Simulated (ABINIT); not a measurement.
A run of ABINIT 10.8.3 (patched build) is set up as follows.

File run.abi:

```
# Datasets: ground state, then fixed potential
ndtset 2

# Pseudopotentials
pp_dirpath "./"
pseudos "Ge.GGA_PBE-JTH.xml"

# Structure
acell 3*1.0 Angstrom
rprim
    -2.5744897190     2.5744897190     1.3974126432
     2.5744897190    -2.5744897190     1.3974126432
     2.5744897190     2.5744897190    -1.3974126432
ntypat 1
znucl 32
natom 2
typat 1 1
xred
     0.5000000000     0.5000000000     0.0000000000
     0.2500000000     0.7500000000     0.5000000000

# Plane-wave basis
ecut 22.0
pawecutdg 44.0

# Exchange and correlation
ixc -109134

# Bands and occupations
occopt 3
tsmear 0.05 eV

# SCF cycle
nstep 100

# Output
iomode 3
prtwf 0
prteig 0
prtebands 0
prtden1 1

# Dataset 1
kptopt1 1
ngkpt1 11 11 11
nshiftk1 1
shiftk1 0.0 0.0 0.0
nband1 18
tolvrs1 1.0e-9

# Dataset 2: bands along G-X-M-G-Z-P-N-Z1-M
iscf2 -2
getden2 1
nband2 24
nbdbuf2 4
tolwfr2 1.0e-11
kptopt2 -8
ndivsm2 8
prteig2 1
prtvol2 -3
kptbounds2
     0.0000000000     0.0000000000     0.0000000000
     0.0000000000     0.0000000000     0.5000000000
    -0.5000000000     0.5000000000     0.5000000000
     0.0000000000     0.0000000000     0.0000000000
     0.3236558120     0.3236558120    -0.3236558120
     0.2500000000     0.2500000000     0.2500000000
     0.0000000000     0.5000000000     0.0000000000
    -0.3236558120     0.6763441880     0.3236558120
    -0.5000000000     0.5000000000     0.5000000000
```

Potentials or basis: JTH PAW PBE v2.0.

Run with:

```sh
$ abinit run.abi > log 2>&1
```

Question: Estimate the pressure.

Answer: 2.9 GPa.

Question: What does it give for the band gap on the k mesh?

Answer: None (metal or under the smearing width).

Levels at the corners of the path, in eV from the Fermi level:
```tsv
point	band 10	band 11	band 12	band 13	band 14	band 15	band 16	band 17	band 18	band 19
Γ	-24.51	-13.33	-4.14	-2.36	-2.36	3.38	7.54	7.54	8.09	8.29
X	-24.59	-10.60	-10.60	0.60	0.60	1.90	1.90	7.50	7.50	11.44
M	-24.63	-8.92	-8.92	-5.91	-5.91	6.15	6.15	10.93	10.93	15.35
Γ	-24.51	-13.33	-4.14	-2.36	-2.36	3.38	7.54	7.54	8.09	8.29
Z	-24.56	-7.49	-6.51	-3.80	-3.60	-3.60	3.73	6.65	6.65	10.93
P	-24.58	-6.93	-6.93	-4.33	-4.33	4.21	4.21	4.85	4.85	8.18
N	-24.55	-8.09	-6.41	-2.67	-2.03	-1.37	2.55	3.53	5.49	8.83
Z1	-24.56	-7.49	-6.51	-3.80	-3.60	-3.60	3.73	6.65	6.65	10.93
M	-24.63	-8.92	-8.92	-5.91	-5.91	6.15	6.15	10.93	10.93	15.35
```

Caveat: the PAW data sets were made with another functional, which shifts forces and pressure a little.
